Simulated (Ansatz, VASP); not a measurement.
## NaF in VASP and in Ansatz

Contents of POSCAR:

```
NaF
1.0
    3.9439305712      0.0000000000      0.0000000000
   -1.9719652856      3.4155440654      0.0000000000
    0.0000000000      0.0000000000      4.6406777448
Na F
2 2
Direct
    0.3333333333      0.6666666667      0.2500000000
    0.6666666667      0.3333333333      0.7500000000
    0.6666666667      0.3333333333      0.2500000000
    0.3333333333      0.6666666667      0.7500000000
```

INCAR.step1

```
SYSTEM = NaF
  PREC = Accurate
  ENCUT = 520
  ISMEAR = 0
  SIGMA = 0.01
  LREAL = .FALSE.
  LASPH = .TRUE.
  NELM = 60
  NBANDS = 22
  GGA = PE
  ALGO = Normal
  EDIFF = 1E-4
  LWAVE = .TRUE.
  LCHARG = .FALSE.
```

The input INCAR.step2:

```
SYSTEM = NaF
  PREC = Accurate
  ENCUT = 520
  EDIFF = 1E-6
  ISMEAR = 0
  SIGMA = 0.01
  LREAL = .FALSE.
  LASPH = .TRUE.
  NELM = 60
  ALGO = Normal
  ISIF = 2
  LWAVE = .FALSE.
  LCHARG = .TRUE.
  METAGGA = R2SCAN
  LMIXTAU = .TRUE.
  LELF = .TRUE.
  LVHAR = .TRUE.
  NBANDS = 22
  ISTART = 1
```

The input KPOINTS:

```
regular mesh
0
G
  6 6 6
  0 0 0
```

Input for Ansatz:

```yaml
crystal:
  lattice:
    - [3.9439305712, 0.0, 0.0]
    - [-1.9719652856, 3.4155440654, 0.0]
    - [0.0, 0.0, 4.6406777448]
  atoms:
    - { symbol: Na, position: [0.3333333333, 0.6666666667, 0.25] }
    - { symbol: Na, position: [0.6666666667, 0.3333333333, 0.75] }
    - { symbol: F, position: [0.6666666667, 0.3333333333, 0.25] }
    - { symbol: F, position: [0.3333333333, 0.6666666667, 0.75] }
kpoints:
  mp_grid: { grid: [6, 6, 6] }
hamiltonian:
  xc: r2scan
scf:
  occupations: { method: fixed }
  n_extra_bands: 5
output:
  forces: true
  stress: true
  eigenvalues: true
```

Alike in both runs: task single point; functional r2SCAN; k mesh 6 × 6 × 6; no spin polarisation.

```csv
,VASP,Ansatz
version,VASP 6.6.1,Ansatz 0.2.0
potentials or method,"VASP PAW PBE potentials, release 64 (Na_pv, F)","plane waves, PAW"
plane-wave cutoff (eV),520,500
occupations,"gaussian, width 0.01 eV",fixed
valence electrons in the cell,28,32
```

```csv
,VASP,Ansatz,Ansatz less VASP
gap on the k mesh at the Fermi level (eV),6.17,6.15,-0.014
pressure (GPa),-2.6,-2.2,+0.41
largest component of the traceless stress (GPa),0.29,0.25,-0.044
```

The two sets of potentials don't hold the same shells in valence.

Caveats: the PAW data sets were made with another functional, which shifts forces and pressure a little (VASP). r2SCAN opens gaps a little over a GGA but as a rule still falls short of measured ones. A k mesh can miss the band edges.
